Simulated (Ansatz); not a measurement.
# CdSe (h-MgO (five-fold) type): Wannier inputs, tried as typed

Aim: run 2 Wannier inputs for CdSe (h-MgO (five-fold) type) as typed, and read from each log whether it ends well.

Method: plane waves, PAW; the settings change from run to run, as each input shows, in Ansatz 0.2.0.

### 1 The structure to begin with

The structure is hexagonal, space group P6_3/mmc (No. 194). Conventional cell: a = 4.602 Å, b = 4.602 Å, c = 6.002 Å, α = 90.00°, β = 90.00°, γ = 120.00°. Around Cd (site symmetry -6m2) lie 5 Se at 2.66 to 3.00 Å. Se (site symmetry -6m2) has 5 Cd at 2.66 to 3.00 Å as nearest neighbours.

Structure file:

```xyz
4
Lattice="4.6022 0.0000 0.0000 -2.3011 3.9857 0.0000 0.0000 0.0000 6.0016" Properties=species:S:1:pos:R:3 pbc="T T T"
Cd    0.0000    2.6571    1.5004
Cd    2.3011    1.3286    4.5012
Se    2.3011    1.3286    1.5004
Se    0.0000    2.6571    4.5012
```

The cell was relaxed beforehand with r2SCAN; those runs aren't shown.

### 2 Run 1

The input, input.yaml:

```yaml
crystal:
  lattice:
    - [4.6022437331, 0.0, 0.0]
    - [-2.3011218665, 3.9856599873, 0.0]
    - [0.0, 0.0, 6.0016225191]
  atoms:
    - { symbol: Cd, position: [0.3333333333, 0.6666666667, 0.25] }
    - { symbol: Cd, position: [0.6666666667, 0.3333333333, 0.75] }
    - { symbol: Se, position: [0.6666666667, 0.3333333333, 0.25] }
    - { symbol: Se, position: [0.3333333333, 0.6666666667, 0.75] }
kpoints:
  mp_grid: { grid: [6, 6, 4] }
  band_path:
    path:
      - [[0.0, 0.0, 0.0], [0.5, 1.14026331278e-17, 0.0], [0.3333333333333, 0.3333333333333, 0.0], [0.0, 0.0, 0.0], [0.0, 0.0, 0.5], [0.5, 1.14026331278e-17, 0.5], [0.3333333333333, 0.3333333333333, 0.5], [0.0, 0.0, 0.5]]
      - [[0.5, 1.14026331278e-17, 0.5], [0.5, 1.14026331278e-17, 0.0]]
      - [[0.3333333333333, 0.3333333333333, 0.5], [0.3333333333333, 0.3333333333333, 0.0]]
    npoints: 10
hamiltonian:
  xc: pbe
scf:
  occupations: { method: fixed }
  n_extra_bands: 6
output:
  forces: false
  stress: false
  eigenvalues: true
  wannier:
    kmesh: [7, 7, 7]
    projections: [{ species: Se, l: s, shell: 4 }, { species: Se, l: p, shell: 4 }]
    minimise: true
    write_hr: true
    conv_tol: 1.0e-08
    max_iter: 1000
  write_density: true
  write_potential: true
  elf: true
  volumetric_format: npy
```

The run is started by

```console
$ ansatz run input.yaml --threads 4 --pin off --max-ram 3686MiB --backend cpu --events-out ev --progress --plain --runs-dir out
```

The program printed, cut to the lines that bear on the results:

```text
Warning: RAYON_NUM_THREADS=4 ignored (pool sized by the plan → 4); use --threads N
scf.n_extra_bands = 6 over 36 filled bands (N_el = 72.0): the run solves 42 bands
[...]
Pseudopotentials: kind: paw
Pseudopotential: Cd, paw, valence charge 20, recommended cutoff 420 eV (normal), Cd.paw.azcp
Pseudopotential: Se, paw, valence charge 16, recommended cutoff 420 eV (normal), Se.paw.azcp
Functional definition: PBE
[...]
Crystal: 4 atoms, lattice volume = 110.088 Å³
Basis set: ecut = 420 eV, 2187 PW (Γ)
Bands: 42, of which v1, the nominal top of the filled ones, is band 36 counted from 1 (35 counted from 0)
Symmetry: 24 space group operations
Space group: P63/mmc (ITA 194), of the structure as read, at distance tolerance 4.8e-5 Å
k-points: 21 of 144
[...]
SCF iter   1: F=—  HF=-27449.153068 eV  |F-HF|=—  |Δ(HF+E_count)|=         —  Δρ=6.24e-4  dr2=2.58e-4  ethr=1.77e-3  ⟨swp⟩=4.6  Hψ=2673  notcnv=0  defer=84
[...]
SCF iter   7: F=-27449.154961 eV  HF=-27449.154961 eV  |F-HF|=4.53e-9  |Δ(HF+E_count)|=   2.04e-7  Δρ=7.11e-6  dr2=3.88e-8  ethr=1.39e-10  ⟨swp⟩=8.1  Hψ=2889  notcnv=0
[...]
NSCF: frozen V_eff on 93 k-points
NSCF: frozen V_eff on 36 k-points
the Wannier pass solved 36 of the 343 points of its mesh, and has the states at the others by symmetry: states obtained by the crystal's operations at points that were solved too leave a residual of 4.57e-13 eV (read by the count's bands and the next), within 4.76e-6 eV
SCF converged after 7 iterations
Free energy (F): -27449.154961 eV
[...]
E sigma→0 (E₀):  -27449.154961 eV
Fermi energy:    7.896484 eV
[...]
--- Band table (eV; the first three rows and the last of 21) ---
[...]
Wannier search: line search 1 of at most 1000: gauge-dependent spread (as the search counts it) 3.7003052 Å², largest recent change 4.6e-1 Å² and fall left 5.9e-3 Å² against conv_tol 1.0e-8 Å², 0 stops escaped
```

Run time: 7 s. Hardware: 4 threads of Arm Neoverse V2, shared host; peak memory 0.84 GiB.

wannier.win names the bands that the functions span: 19-20, 31-36 (counted from 1; 36 are filled).

The head of wannier.spreads.toml:

```toml
omega_i_ang2 = 18.66786417079186
omega_d_ang2 = 0.012496207055588071
omega_od_ang2 = 1.5838476201650973
omega_total_ang2 = 20.264207998012544
least_projectability = 0.7408030838127116
b_vectors_match_mmn = true
n_iter = 27
converged = true
rejected_fitted_steps = 0
```

The functions (centres in Å, on-site energies from the top of the filled bands):

| n | x | y | z | spread (Å²) | on-site (eV) | nearest atoms | distance (Å) |
| --- | --- | --- | --- | --- | --- | --- | --- |
| 1 | 1.773 | 1.633 | 1.641 | 2.459 | -4.983 | Se3 | 0.63 |
| 2 | 0.528 | 2.352 | 4.642 | 2.459 | -4.983 | Se4 | 0.63 |
| 3 | 2.301 | 1.329 | 1.075 | 2.756 | -3.710 | Se3 | 0.43 |
| 4 | 2.829 | 1.633 | 1.641 | 2.459 | -4.983 | Se3 | 0.63 |
| 5 | 2.301 | 0.719 | 1.641 | 2.459 | -4.983 | Se3 | 0.63 |
| 6 | 0.000 | 2.657 | 4.076 | 2.756 | -3.710 | Se4 | 0.43 |
| 7 | -0.528 | 2.352 | 4.642 | 2.459 | -4.983 | Se4 | 0.63 |
| 8 | 0.000 | 3.267 | 4.642 | 2.459 | -4.983 | Se4 | 0.63 |

Along the path each interpolated band stays within 0.00, 0.00, 0.02, 0.03, 0.06, 0.09, 0.01, 0.03 eV of the nearest computed level, from the lowest band up.

### 3 Run 2

input.yaml: that of step 2 with these lines changed.

```diff
@@ -28,4 +28,4 @@
   wannier:
-    kmesh: [7, 7, 7]
-    projections: [{ species: Se, l: s, shell: 4 }, { species: Se, l: p, shell: 4 }]
+    kmesh: [4, 4, 4]
+    projections: [{ species: Se, l: p, shell: 4 }]
     minimise: true
@@ -34,5 +34 @@
     max_iter: 1000
-  write_density: true
-  write_potential: true
-  elf: true
-  volumetric_format: npy
```

The run is started by

```console
$ ansatz run input.yaml --threads 4 --pin off --max-ram 3686MiB --backend cpu --events-out ev --progress --plain --runs-dir out
```

The program printed, cut to the lines that bear on the results:

```text
Warning: RAYON_NUM_THREADS=4 ignored (pool sized by the plan → 4); use --threads N
scf.n_extra_bands = 6 over 36 filled bands (N_el = 72.0): the run solves 42 bands
[...]
[... 4 set-up lines as earlier in the session ...]
[...]
Crystal: 4 atoms, lattice volume = 110.088 Å³
Basis set: ecut = 420 eV, 2187 PW (Γ)
Bands: 42, of which v1, the nominal top of the filled ones, is band 36 counted from 1 (35 counted from 0)
[... 2 set-up lines as earlier in the session ...]
k-points: 21 of 144
[...]
SCF iter   1: F=—  HF=-27449.153068 eV  |F-HF|=—  |Δ(HF+E_count)|=         —  Δρ=6.24e-4  dr2=2.58e-4  ethr=1.77e-3  ⟨swp⟩=4.6  Hψ=2673  notcnv=0  defer=84
[...]
SCF iter   7: F=-27449.154961 eV  HF=-27449.154961 eV  |F-HF|=4.53e-9  |Δ(HF+E_count)|=   2.04e-7  Δρ=7.11e-6  dr2=3.88e-8  ethr=1.39e-10  ⟨swp⟩=8.1  Hψ=2889  notcnv=0
[...]
NSCF: frozen V_eff on 93 k-points
NSCF: frozen V_eff on 16 k-points
the Wannier pass solved 16 of the 64 points of its mesh, and has the states at the others by symmetry: states obtained by the crystal's operations at points that were solved too leave a residual of 4.09e-13 eV (read by the count's bands and the next), within 6.67e-6 eV
SCF converged after 7 iterations
Free energy (F): -27449.154961 eV
[...]
E sigma→0 (E₀):  -27449.154961 eV
Fermi energy:    7.896484 eV
[...]
--- Band table (eV; the first three rows and the last of 21) ---
[...]
Wannier search: line search 1 of at most 1000: gauge-dependent spread (as the search counts it) 0.5507373 Å², largest recent change 3.2e-2 Å² and fall left 2.3e-5 Å² against conv_tol 1.0e-8 Å², 0 stops escaped
```

Wall time 4.5 s (4 threads of Arm Neoverse V2, shared host); peak memory 0.48 GiB.

wannier.win names the bands that the functions span: 31-36 (counted from 1; 36 are filled).

The head of wannier.spreads.toml:

```toml
omega_i_ang2 = 17.457051322057353
omega_d_ang2 = 0.016677199074562495
omega_od_ang2 = 0.5340055353693456
omega_total_ang2 = 18.00773405650126
least_projectability = 0.7212567399763399
b_vectors_match_mmn = true
n_iter = 8
converged = true
rejected_fitted_steps = 0
```

The functions (centres in Å, on-site energies from the top of the filled bands):

| n | x | y | z | spread (Å²) | on-site (eV) | nearest atoms | distance (Å) |
| --- | --- | --- | --- | --- | --- | --- | --- |
| 1 | 2.301 | 1.328 | 1.500 | 3.078 | -1.786 | Se3 | 0.00 |
| 2 | 2.301 | 1.558 | 1.500 | 2.963 | -2.345 | Se3 | 0.23 |
| 3 | 2.301 | 1.087 | 1.500 | 2.963 | -2.345 | Se3 | 0.24 |
| 4 | 0.000 | 2.657 | 4.501 | 3.078 | -1.786 | Se4 | 0.00 |
| 5 | 0.000 | 2.428 | 4.501 | 2.963 | -2.345 | Se4 | 0.23 |
| 6 | 0.000 | 2.899 | 4.501 | 2.963 | -2.345 | Se4 | 0.24 |

Along the path each interpolated band stays within 0.06, 0.15, 0.08, 0.26, 0.04, 0.07 eV of the nearest computed level, from the lowest band up.

### 4 Summary

| run | settings | ended | result | time |
| --- | --- | --- | --- | --- |
| 1 | PBE, 8 functions, 7×7×7 | converged | spread 20.26 Å² | 7 s |
| 2 | PBE, 6 functions, 4×4×4 | converged | spread 18.01 Å² | 4.5 s |

2 converged. Over the sound inputs the mean spread of a function spans 2.53 to 3.00 Å². These numbers test the settings; they aren't properties of the solid.
